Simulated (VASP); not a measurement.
Input of a VASP 6.6.1 run:

The input INCAR:

```
SYSTEM = Si
AGGAC = 0.0
ALGO = Fast
EDIFF = 1E-6
EDIFFG = -0.01
ENCUT = 600
GGA = CX
IBRION = 2
ISIF = 3
ISMEAR = -1
LASPH = .True.
LCHARG = .False.
LREAL = .False.
LUSE_VDW = .True.
LWAVE = .False.
NELM = 60
NSW = 40
PREC = Accurate
SIGMA = 0.05
```

Contents of KPOINTS:

```
k-points
0
Gamma
  8 8 10
  0 0 0
```

File POSCAR:

```
Si
1.0
    4.1209500000      0.0000000000      0.0000000000
   -2.0604700000      3.5688500000      0.0000000000
    0.0000000000      0.0000000000      2.6547900000
Si
2
Direct
    0.3333300000      0.6666700000      0.5000000000
    0.6666700000      0.3333300000      0.5000000000
```

Potentials or basis: VASP PAW PBE potentials, release 64 (Si).

Launch:

```sh
$ cat potpaw_PBE.64/Si/POTCAR > POTCAR
$ mpirun -np 1 vasp_std > vasp.out
```

Estimate the space group after relaxing (to 0.05 Å).

P6/mmm (No. 191).

Estimate the band gap on the k mesh.

none (metal or under the smearing width).

Predict the relaxed cell.

a = 4.107 Å, b = 4.107 Å, c = 2.643 Å, α = 90.00°, β = 90.00°, γ = 120.00°.

Final structure:
```cif
data_structure
_symmetry_space_group_name_H-M 'P 1'
_symmetry_Int_Tables_number 1
_cell_length_a 4.1066
_cell_length_b 4.1066
_cell_length_c 2.6428
_cell_angle_alpha 90.000
_cell_angle_beta 90.000
_cell_angle_gamma 119.999
_cell_volume 38.60
loop_
_atom_site_label
_atom_site_type_symbol
_atom_site_fract_x
_atom_site_fract_y
_atom_site_fract_z
_atom_site_occupancy
Si1 Si 0.33333 0.66667 0.50000 1
Si2 Si 0.66667 0.33333 0.50000 1
```
